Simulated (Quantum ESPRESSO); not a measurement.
**Al2Pt: single point with PBE**

Al2Pt:

```xyz
3
Lattice="0.0000 2.9550 2.9550 2.9550 0.0000 2.9550 2.9550 2.9550 0.0000" Properties=species:S:1:pos:R:3 pbc="T T T"
Pt    0.0000    0.0000    0.0000
Al    4.4325    4.4325    4.4325
Al    1.4775    1.4775    1.4775
```

| Property | Result |
| --- | --- |
| Program | Quantum ESPRESSO 7.5 |
| Task | single point |
| Functional | PBE |
| Potentials or basis | SSSP 1.3 efficiency PBE |
| Cutoff | 748 eV |
| Density cutoff | 5987 eV |
| k mesh | 8 × 8 × 8 |
| Occupations | fermi-dirac, width 0.05 eV |
| Spin | no spin polarisation |

The pressure is 2.4 GPa and the band gap on the k mesh is none (metal or under the smearing width).

Levels at points of the mesh, in eV from the Fermi level:
| k point | band 9 | band 10 | band 11 | band 12 | band 13 | band 14 |
| --- | --- | --- | --- | --- | --- | --- |
| (0.00, 0.00, 0.00) | -3.67 | 2.98 | 3.85 | 3.85 | 3.85 | 5.44 |
| (0.00, 0.00, -0.50) | -3.45 | -3.45 | 1.05 | 1.05 | 3.80 | 5.18 |
| (0.00, -0.50, -0.50) | -3.38 | -3.17 | -1.58 | -1.58 | 3.17 | 3.41 |

Wall time 45 s on 1 thread of Arm Neoverse V1, on a shared host, peak memory 0.24 GiB.

The run has no spin-orbit coupling, so splittings on Pt are missing.
